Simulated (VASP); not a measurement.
# ScAl3N4 (P1) in VASP: single point with LDA

Aim: the single point of ScAl3N4 with LDA.

Everything below comes from runs of VASP 6.6.1. Logs are shortened: lines on timing, memory, paths and dates and some standing lists are left out, and cuts for length are marked.

### 1 Starting point

The typed cell holds 32 atoms: a = 6.376 Å, b = 6.395 Å, c = 10.020 Å, α = 89.89°, β = 90.04°, γ = 120.16°.

The cell was built by a generator and needn't be a form met in nature.

### 2 Single point, LDA

Contents of INCAR:

```
PREC = Accurate
ENCUT = 520
EDIFF = 1E-7
ISMEAR = 0
SIGMA = 0.01
LREAL = Auto
LASPH = T
NELM = 100
ALGO = Fast
ISIF = 2
LWAVE = F
LCHARG = T
LELF = T
LVHAR = T
NBANDS = 102
```

Contents of KPOINTS:

```
Automatic mesh
0
Gamma
  3 3 2
```

Contents of POSCAR:

```
ScAl3N4
1.0
    6.3760154372     -0.0141523008     -0.0024912603
   -3.2002639706      5.5362887752      0.0064341776
   -0.0038588261      0.0092800703     10.0196212299
Sc Al N
4 12 16
Direct
    0.1645341515      0.3296922114     -0.0053120427
    0.6665199791      0.8372659735     -0.0134812310
    0.3333673982      0.6728252297      0.2548300795
    0.8343268067      0.6678438317      0.2474000481
    0.1669383597      0.3303420127      0.5027892285
    0.1688263240      0.8357004573     -0.0073398158
    0.1666713004      0.8358673113      0.5069154361
    0.6646890218      0.3278728374     -0.0029450025
    0.6656474186      0.3326081009      0.5022523390
    0.6692972163      0.8345730272      0.5086915884
    0.3336097124      0.1653431127      0.2515091591
    0.3364560493      0.1648341220      0.7476684765
    0.3292720692      0.6658664469      0.7433761933
    0.8317011715      0.1666917410      0.2555214096
    0.8326605016      0.1705789521      0.7443203847
    0.8351773177      0.6614614561      0.7485191882
    0.1585892159      0.3183712449      0.2024978646
    0.1674337682      0.3295110617      0.6933422783
    0.1770105122      0.8545583867      0.1809491619
    0.1659898919      0.8352869721      0.6934102579
    0.6573286472      0.3130093851      0.1885684128
    0.6655310999      0.3327544133      0.6892849615
    0.6752637393      0.8534588651      0.1914755333
    0.6695092007      0.8332568929      0.6993379251
    0.3337867005      0.1647161432      0.4436488845
    0.3440874084      0.1579898209      0.9340954611
    0.3341762795      0.6683024974      0.4616321613
    0.3190001713      0.6717696567      0.9311001354
    0.8318442168      0.1660693947      0.4476632383
    0.8255825572      0.1807974669      0.9285996876
    0.8338734762      0.6678564499      0.4549717700
    0.8412983168      0.6529245246      0.9387068273
```

Potentials or basis: VASP PAW LDA potentials, release 64 (Sc_sv, Al, N).

On the command line:

```sh
$ cat potpaw_LDA.64/Sc_sv/POTCAR potpaw_LDA.64/Al/POTCAR potpaw_LDA.64/N/POTCAR > POTCAR
$ mpirun -np 1 vasp_std > vasp.out
```

OUTCAR:

```text
PREC = Accurate
   ENCUT = 520
   EDIFF = 1E-7
   ISMEAR = 0
   LREAL = Auto
   LASPH = T
   NELM = 100
   ISIF = 2

 ion  position               nearest neighbor table
   1  0.165  0.330  0.995-  30 1.99  28 2.00  26 2.04  17 2.08  12 3.10  15 3.11  13 3.13   2 3.16
                            11 3.16   6 3.17   8 3.18  14 3.19   8 3.19   2 3.22   6 3.22   3 3.23
   2  0.667  0.837  0.987-  30 1.99  28 2.00  32 2.05  23 2.06  15 3.04  16 3.06  13 3.07   8 3.15
                             1 3.16   6 3.17   6 3.21   4 3.21   1 3.22   8 3.25   3 3.26  14 3.26
   3  0.333  0.673  0.255-  23 1.99  19 2.01  17 2.03  27 2.07   7 3.12   5 3.12  10 3.15  11 3.15
                            14 3.16   4 3.17   6 3.19  14 3.21   4 3.21   1 3.23  11 3.25   2 3.26
   4  0.834  0.668  0.247-  23 1.99  19 2.01  21 2.05  31 2.08   8 3.14   6 3.15   9 3.15   3 3.17
                            11 3.18   7 3.18  11 3.20  14 3.20  14 3.20  10 3.20   2 3.21   3 3.21
   5  0.167  0.330  0.503-  18 1.91  27 1.91  29 1.93  25 1.93  15 3.04  13 3.04  12 3.07  14 3.09
                            11 3.12   3 3.12   7 3.16  10 3.16   9 3.17   9 3.20  10 3.21   7 3.23
   6  0.169  0.836  0.993-  28 1.85  26 1.88  32 1.89  19 1.89  12 3.05  16 3.06  13 3.10   8 3.15
                             4 3.15   2 3.17  11 3.17   1 3.17   3 3.19   2 3.21   1 3.22   8 3.22
   7  0.167  0.836  0.507-  20 1.87  31 1.91  27 1.91  25 1.92  13 3.00  12 3.02  16 3.03   3 3.12
                            11 3.14   5 3.16  10 3.17   9 3.17   4 3.18   9 3.20  10 3.21   5 3.23
   8  0.665  0.328  0.997-  30 1.84  26 1.88  32 1.89  21 1.92  12 3.09  16 3.10  15 3.11  11 3.14
                             4 3.14   2 3.15   6 3.15  14 3.16   1 3.18   1 3.19   6 3.22   2 3.25
   9  0.666  0.333  0.502-  22 1.87  31 1.91  25 1.92  29 1.92  15 3.03  12 3.06  16 3.07  14 3.08
[... 17 lines left out ...]
  19  0.177  0.855  0.181-  11 1.86   6 1.89   4 2.01   3 2.01
  20  0.166  0.835  0.693-   7 1.87  12 1.90  16 1.91  13 1.91
  21  0.657  0.313  0.189-  11 1.89  14 1.90   8 1.92   4 2.05
  22  0.666  0.333  0.689-   9 1.87  15 1.90  12 1.91  16 1.91
[... 8 lines left out ...]
  31  0.834  0.668  0.455-   7 1.91  10 1.91   9 1.91   4 2.08
  32  0.841  0.653  0.939-   6 1.89   8 1.89  16 1.91   2 2.05

  LATTYP: Found a triclinic cell.
 ALAT       =     6.3947028299
 B/A-ratio  =     0.9961677228
 C/A-ratio  =     1.5668634708
 COS(alpha) =     0.0012298509
 COS(beta)  =     0.0020007705
 COS(gamma) =     0.5010106065

  Lattice vectors:

 A1 = (   3.2002639706,  -5.5362887752,  -0.0064341776)
 A2 = (  -3.1757514666,  -5.5221364744,  -0.0039429173)
 A3 = (   0.0038588261,  -0.0092800703, -10.0196212299)

Analysis of symmetry for initial positions (statically):
=====================================================================
 Subroutine PRICEL returns:
 Original cell was already a primitive cell.

 Routine SETGRP: Setting up the symmetry group for a
 triclinic supercell.
[... 177 lines left out ...]
   EMIN   =  10.00;   EMAX   =-10.00  energy-range for DOS
   EFERMI =   0.00;   METHOD = LEGACY
   ISMEAR =     0;   SIGMA  =   0.01  broadening in eV -4-tet -1-fermi 0-gaus
   EFERMI_NEDOS =   21; number of points for ismear=-14 and -15
   IALGO  =     68    algorithm
   IMIX   =      4    mixing-type and parameters
     AMIX     =   0.40;   BMIX     =  1.00
     AMIX_MAG =   1.60;   BMIX_MAG =  1.00
  volume/ion in A,a.u.               =      11.04        74.49
  Fermi-wavevector in a.u.,A,eV,Ry     =   1.257268  2.375891 21.507024  1.580722
  Thomas-Fermi vector in A             =   2.390935
   LORBIT       =      0    0 simple, 1 ext, 2 COOP (PROOUT), +10 PAW based schemes
   GGA     = CA    functional components
   LHFCALC =     F    Hartree Fock is set to
   AEXX    =    0.0000 exact exchange contribution
   IVDW    =     0    specifies the selected vdW correction
   LEPSILON=     F    determine dielectric tensor
   LRPA    =     F    only Hartree local field effects (RPA)
 non-spin polarized calculation
 RMM-DIIS sequential band-by-band and
 Gauss-broadening in eV      SIGMA  =   0.01
  energy-cutoff  :      520.00
  volume of cell :      353.23
 maximum number of plane-waves:      9545
   NGX = 23   NGY = 23   NGZ = 37

 number of electron     160.0000006 magnetization

 Free energy of the ion-electron system (eV)
  ---------------------------------------------------
  ext. energy  EPLUGINS =         0.00000000
  ---------------------------------------------------
  free energy    TOTEN  =      -272.47960233 eV

  energy without entropy =     -272.47960233  energy(sigma->0) =     -272.47960233

 E-fermi :   5.2807     XC(G=0): -11.3004

 val. band max:        5.2196403022   @ k =   0.0000   0.0000   0.0000
 cond. band min:       8.8302681634   @ k =   0.0000  -0.0000   0.5000
 fundamental gap:      3.6106278612
 Fermi energy:         5.2806672293

 k-point     1 :       0.0000    0.0000    0.0000
  band No.  band energies     occupation
      1     -40.9062      2.00000
      2     -40.8650      2.00000
      3     -40.7815      2.00000
      4     -40.7124      2.00000
      5     -20.3665      2.00000
      6     -20.2249      2.00000
[... 939 lines left out ...]
     91      10.4959      0.00000
     92      10.6816      0.00000
 [bands above 92 left out]

------------------------ aborting loop because EDIFF is reached ----------------------------------------

  FORCE on cell =-STRESS in cart. coord.  units (eV):
  Direction    XX          YY          ZZ          XY          YZ          ZX
  --------------------------------------------------------------------------------------
  -------------------------------------------------------------------------------------
  Total        1.7446472      1.7644222      1.7124942     -0.0214170     -0.0142233      0.0064349
  in kB        7.9132853      8.0029800      7.7674474     -0.0971422     -0.0645135      0.0291873
  external PRESSURE =       7.8945709 kB  Pullay stress =       0.0000000 kB

 VOLUME and BASIS-vectors are now :
 -----------------------------------------------------------------------------
  energy-cutoff  :      520.00
  volume of cell :      353.23
      direct lattice vectors                 reciprocal lattice vectors
     6.376015437 -0.014152301 -0.002491260     0.157039244  0.090776910 -0.000023597
    -3.200263971  5.536288775  0.006434178     0.000401371  0.180858624 -0.000167355
    -0.003858826  0.009280070 10.019621230     0.000038788 -0.000093569  0.099804274

 POSITION                                       TOTAL-FORCE (eV/Angst)
 -----------------------------------------------------------------------------------
     -0.00987      1.83217      9.96811         0.020127     -0.007702      0.025170
      1.56646      4.63507      9.88827         0.019891     -0.015820      0.008418
     -0.02865      3.72260      2.55680        -0.010648     -0.013430      0.013217
      3.18145      3.68786      2.48107         0.007086     -0.023217      0.011087
      0.00528      1.83117      5.03947         0.000914     -0.003302     -0.008944
     -1.60185      4.63350      9.95104        -0.010413      0.003166      0.001953
[... 24 lines left out ...]
      3.17772      3.68987      4.56086        -0.000318      0.000930      0.043483
      3.27098      3.61158      9.40759         0.043621     -0.027133     -0.008943
 -----------------------------------------------------------------------------------
    total drift:                                0.000385     -0.007762     -0.002618

  FREE ENERGIE OF THE ION-ELECTRON SYSTEM (eV)
  ---------------------------------------------------
  free  energy   TOTEN  =      -272.4796023327 eV

  energy  without entropy=     -272.4796023327  energy(sigma->0) =     -272.47960233
```

OSZICAR:

```text
N       E                     dE             d eps       ncg     rms          rms(c)
DAV:   1     0.232702906019E+04    0.23270E+04   -0.66748E+04  2056   0.154E+03
DAV:   2     0.241808086687E+03   -0.20852E+04   -0.20159E+04  2168   0.538E+02
DAV:   3    -0.267035869925E+03   -0.50884E+03   -0.47655E+03  3348   0.229E+02
[... 14 lines left out ...]
RMM:  18    -0.272479601309E+03   -0.20131E-05   -0.24143E-05  2841   0.123E-02    0.197E-03
RMM:  19    -0.272479601870E+03   -0.56119E-06   -0.73893E-06  2547   0.668E-03    0.137E-03
RMM:  20    -0.272479602166E+03   -0.29579E-06   -0.33923E-06  2347   0.602E-03    0.111E-03
RMM:  21    -0.272479602286E+03   -0.11981E-06   -0.13141E-06  2186   0.316E-03    0.562E-04
RMM:  22    -0.272479602333E+03   -0.47174E-07   -0.54561E-07  1951   0.260E-03
   1 F= -.27247960E+03 E0= -.27247960E+03  d E =-.209790E-19
```

It took 7.4 min on 1 thread of Intel Xeon 6975P-C (Granite Rapids), shared host; peak memory 0.47 GiB.

Results:

```
Free energy            : -272.4796 eV
Pressure               : 0.8 GPa
Largest force          : 0.070 eV/Å
Band gap on the k mesh : 3.61 eV, indirect (least direct gap 3.62 eV)
```

Forces on the atoms (eV/Å):
```
Sc   0.020 -0.008  0.025
Sc   0.020 -0.016  0.008
Sc  -0.011 -0.013  0.013
Sc   0.007 -0.023  0.011
Al   0.001 -0.003 -0.009
Al  -0.010  0.003  0.002
Al   0.000  0.002 -0.018
Al  -0.012  0.008  0.011
Al   0.001 -0.001 -0.016
Al  -0.001  0.004 -0.005
Al   0.002  0.010  0.006
Al  -0.002  0.002 -0.012
Al   0.003 -0.002 -0.016
Al  -0.005  0.014  0.006
Al   0.004 -0.002 -0.020
Al  -0.002 -0.001 -0.005
N    0.000 -0.051  0.029
N    0.003 -0.001  0.005
N    0.002  0.055 -0.044
N   -0.001  0.003  0.014
N    0.001 -0.049 -0.016
N   -0.002  0.001  0.011
N   -0.001  0.060  0.003
N    0.002  0.000  0.005
N    0.000 -0.001  0.000
N    0.042 -0.022 -0.007
N   -0.001  0.001  0.049
N   -0.052  0.024 -0.034
N   -0.001 -0.001  0.001
N   -0.050  0.034 -0.031
N    0.000  0.001  0.043
N    0.044 -0.027 -0.009
```

Caveat: an odd mesh through Γ misses points on the zone boundary, where band edges often lie.
